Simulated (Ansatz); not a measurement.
Cs: distorted cells

Level of theory: DFT PBEsol, scalar-relativistic, plane waves, PAW (Ansatz 0.2.0).

Settings: cutoff 420 eV, Γ-centred mesh 10×10×10 on the computed 2-atom cell, Gaussian smearing of 0.10 eV; no spin polarisation.

Reference cell:

```
CELL_PARAMETERS angstrom
-2.55385 2.55385 9.59607
2.55385 -2.55385 9.59607
2.55385 2.55385 -9.59607
ATOMIC_POSITIONS crystal
Cs 0.25000 0.75000 0.50000
Cs 0.50000 0.50000 0.00000
```

Each variant moves atoms of this cell by the vectors given, if any (Å), and then applies a symmetric strain (tensor components, Cartesian axes). The reference cell isn't relaxed at this level. Energies are per atom at zero smearing, counted from the lowest variant. Pressure is positive in compression.

1. strain (xx yy zz yz xz xy, %) 10.48 5.14 -1.19 0.00 0.00 0.00; moves: Cs1 (0.000, 0.000, -0.100); Cs2 (0.000, 0.000, 0.100)
2. strain (xx yy zz yz xz xy, %) 3.06 1.85 1.50 0.00 0.00 1.00; moves: Cs1 (0.000, 0.000, 0.060); Cs2 (0.000, 0.000, -0.060)
3. strain (xx yy zz yz xz xy, %) 1.93 1.93 -7.07 0.00 0.00 0.00

```json
{"variant": "1", "ΔE (meV/atom)": "30.6", "P (GPa)": "-0.25", "largest force (eV/Å)": "0.05", "gap on mesh (eV)": "0", "space group": "Imma"}
{"variant": "2", "ΔE (meV/atom)": "11.6", "P (GPa)": "-0.21", "largest force (eV/Å)": "0.02", "gap on mesh (eV)": "0", "space group": "C2/c"}
{"variant": "3", "ΔE (meV/atom)": "?", "P (GPa)": "?", "largest force (eV/Å)": "?", "gap on mesh (eV)": "?", "space group": "?"}
```

Problem. Give the withheld rows.

Solution.
| variant | ΔE (meV/atom) | P (GPa) | largest force (eV/Å) | gap on mesh (eV) | space group |
| --- | --- | --- | --- | --- | --- |
| 3 | 0.0 | -0.07 | 0.00 | 0 | I4_1/amd |

Spin-orbit coupling is left out, which matters for the bands of heavy elements.

This form isn't the element's structure at ambient conditions.